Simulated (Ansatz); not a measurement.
# Relaxation of SrHg2O2

Wanted: the geometry at rest of SrHg2O2 (a borrowed structure type, volume estimated), relaxing cell and atoms, and its electronic structure there.

Computed, not measured: Ansatz 0.2.0, DFT, PBE, no spin polarisation, plane waves, PAW.

### Step 1. The system as given

Symmetry: P-3m1, No. 164, trigonal system. Conventional cell: a = 4.968 Å, b = 4.968 Å, c = 5.184 Å, α = 90.00°, β = 90.00°, γ = 120.00°. Hg (site symmetry 3m) is surrounded by 1 O at 1.87 Å. O (site symmetry 3m) is surrounded by 1 Hg at 1.87 Å. Sr (site symmetry -3m) is surrounded by 6 Hg at 2.91 Å.

The coordinates stand in the input below.

The first density is read from a saved solution for the starting cell.

### Step 2. Relaxing

Input file input.yaml:

```yaml
crystal:
  lattice:
    - [2.484205, 4.302763, 0.0]
    - [-2.484205, 4.302763, 0.0]
    - [0.0, 0.0, 5.183711]
  atoms:
    - { symbol: Hg, position: [0.3333, 0.3334, 0.0976] }
    - { symbol: Hg, position: [0.6667, 0.6666, 0.9024] }
    - { symbol: O, position: [0.3333, 0.3334, 0.4589] }
    - { symbol: O, position: [0.6667, 0.6666, 0.5411] }
    - { symbol: Sr, position: [0.0, 0.0, 0.0] }
  symmetry: { tolerance: 0.0003 }
kpoints:
  mp_grid: { grid: [7, 7, 6], shift: [0, 0, 0] }
magnetization:
  spin_polarized: false
scf:
  occupations: { method: fermi_dirac }
  lower_state_search: "off"
hamiltonian:
  pseudopotentials: { kind: paw }
  xc: pbe
basis:
  ecutwfc: 420
  fft_grid_basis: typed
relax:
  max_steps: 60
  cell: { p_target: 0.0 }
  f_tol: 0.03
output:
  forces: true
  stress: true
  eigenvalues: true
  bader: true
  populations: true
  elf: true
  write_potential: true
  volumetric_format: npy
  dos:
    e_range: [-12, 8]
    de: 0.05
    projected: { site_lists: { Hg: [Hg], O: [O], Sr: [Sr] } }
  write_density: true
checkpoint:
  read: saved_state
```

Started as:

```
$ ansatz run input.yaml --threads 2 --pin off --max-ram 3584MiB --backend cpu --events-out ev --progress --plain --runs-dir out
```

**Question.** What will these runs give? Wanted: moves; energy gained; largest move; cell; volume; pressure at the end; character; Bader charges.

**Answer**, as computed:

| quantity | value |
| --- | --- |
| moves | 18 |
| energy gained | 1231.5 meV/atom |
| largest move | 2.10 Å (O) |
| space group (0.01 Å), before / after | P-3m1 / P-3m1 |
| cell | a = 4.687 Å, b = 4.687 Å, c = 4.872 Å, α = 90.00°, β = 90.00°, γ = 60.00° |
| volume | 18.54 Å³/atom (-16.4 %) |
| pressure at the end | 0.00 GPa |
| formation energy (elements from separate runs) | -0.73 eV/atom |
| character | metal |
| density of states, mean within 0.25 eV of the Fermi level | 1.5 per eV per cell |
| Bader charges | Hg +0.25, O -1.02, Sr +1.54 e |

The volume shrank by 16.4 %, and the largest move of an atom is 2.10 Å apart from the change of the cell; the energy fell by 1231.5 meV per atom. With 12 symmetry operations imposed, the end may be a saddle point towards distortions that break them. It is a metal; within 0.25 eV of the Fermi level the density of states averages 1.5 per eV per cell, mostly O p (49 %) and Hg s (30 %). Against the elements' reference phases (alpha-Hg (rhombohedral), O2 molecule, Sr fcc; separate runs with the same functional) the formation energy is -0.73 eV per atom, which says nothing yet of rival compounds. By Bader's partition Sr gives up most (+1.54 e) and O takes most (-1.02 e).
